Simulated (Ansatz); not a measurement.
# GaN under changes of volume

One of the cells (11.310 Å³/atom); the others are scaled copies at fixed shape and fractional positions:

```
Ga N
1.0
     3.18000    0.00000    0.00000
    -1.59000    2.75396    0.00000
     0.00000    0.00000    5.16600
Ga N
2 2
Direct
  0.66667 0.33333 0.50000
  0.33333 0.66667 0.00000
  0.66667 0.33333 0.87500
  0.33333 0.66667 0.37500
```

- Program: Ansatz 0.2.0
- Functional: PBE
- Potentials or basis: Ansatz PAW
- Cutoff: 420 eV (not typed: the program's choice for these potentials)
- k mesh: 10 × 10 × 5
- Occupations: fermi-dirac, width 0.05 eV
- Spin: no spin polarisation

| volume (Å³/atom) | energy over the lowest point (meV/atom) | pressure (GPa) | gap on the mesh (eV) | largest force (eV/Å) |
| --- | --- | --- | --- | --- |
| 10.632 | 69.60 | 21.7 | 2.38 | 0.155 |
| 10.858 | 42.81 | 16.4 | 2.24 | 0.149 |
| 11.084 | 23.15 | 11.6 | 2.10 | 0.143 |
| 11.310 | 9.84 | 7.3 | 1.96 | 0.137 |
| 11.537 | 2.33 | 3.4 | 1.83 | 0.131 |
| 11.763 | 0.00 | -0.1 | 1.70 | 0.126 |
| 11.989 | ? | ? | ? | ? |

Task: What does the run at 11.989 Å³/atom give?

Result: Energy over the lowest point 2.33 meV/atom; pressure -3.2 GPa; gap on the mesh 1.58 eV; largest force 0.121 eV/Å.

Worked out: A Birch-Murnaghan fit of order 3 (a polynomial in V^(-2/3)) to the other rows has its minimum at 11.76 Å³/atom with B0 = V·E''(V) = 173 GPa and B' = 4.4 at fixed shape and positions, which overstates the stiffness. It gives 2.36 meV/atom at 11.989 Å³/atom, against the run's 2.33, and -dE/dV = -3.2 GPa, against -3.2. A straight line through the other rows of the gap, of slope -6.74 eV per unit of ln V (its deformation potential), extrapolates to 1.57 eV, against the run's 1.58.

Energies are extrapolated to zero smearing.

Caveats: odd divisions of the mesh miss points on the zone boundary, where band edges often lie, so the gap on the mesh can be too wide.

Spin-orbit coupling on Ga is left out.
